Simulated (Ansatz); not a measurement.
**Vibrational response of BeH2**

Computed with Ansatz, DFT PBE, scalar-relativistic, plane waves, PAW. Cutoff 420 eV, 6×6×6 k-points (Γ-centred), fixed occupations. No spin polarisation. Phonons by linear response, acoustic sum rule imposed.

Relaxed structure:
```xyz
24
Lattice="-3.6502 3.6502 3.6502 3.6502 -3.6502 3.6502 3.6502 3.6502 -3.6502" Properties=species:S:1:pos:R:3 pbc="T T T"
Be    0.8008    0.8008    0.8008
Be   -0.8008    2.8494    0.8008
Be    0.8008   -0.8008    2.8494
Be    2.8494    0.8008   -0.8008
Be    2.8494    2.8494    2.8494
Be    0.8008    4.4510   -0.8008
Be   -0.8008    0.8008    4.4510
Be    4.4510   -0.8008    0.8008
H     0.0000    1.8251    1.4213
H     1.4213    0.0000    1.8251
H     1.8251    1.4213    0.0000
H     0.0000    0.0000    0.0000
H     1.8251   -1.4213    3.6502
H    -1.4213    3.6502    1.8251
H     0.0000    3.6502    0.0000
H     3.6502    1.8251   -1.4213
H     0.0000    0.0000    3.6502
H     3.6502    0.0000    0.0000
H     3.6502    1.8251    2.2289
H     2.2289    3.6502    1.8251
H     1.8251    2.2289    3.6502
H     1.8251    5.0715    0.0000
H     5.0715    0.0000    1.8251
H     0.0000    1.8251    5.0715
```

The cell was found from a structure generator's guess, not taken from experiment.

Question: Is this structure stable against zone-centre distortions?

Answer: Yes, at Γ: no optical mode is imaginary. Strains and other wave vectors aren't tested by this run.

Question: List the optical modes at Γ without the LO field (i marks imaginary ones).

Answer:
```csv
frequency (meV),degeneracy,IR intensity of the level ((D/Å)²/amu)
16.2,3,3.39
25.4,3,8.38
27.7,1,0.00
28.1,3,0.00
32.7,2,0.00
42.6,3,2.21
51.5,3,0.00
57.8,2,0.00
59.1,3,3.40
65.2,1,0.00
65.9,3,0.00
69.5,2,0.00
75.8,3,0.00
81.7,3,72.29
85.0,3,0.00
90.1,3,29.78
126.7,1,0.00
133.8,1,0.00
142.6,3,64.31
144.2,3,0.00
148.0,2,0.00
150.7,2,0.00
236.7,3,0.00
236.9,3,302.17
245.3,3,13.02
249.3,3,0.00
296.1,3,130.11
300.8,1,0.00
```
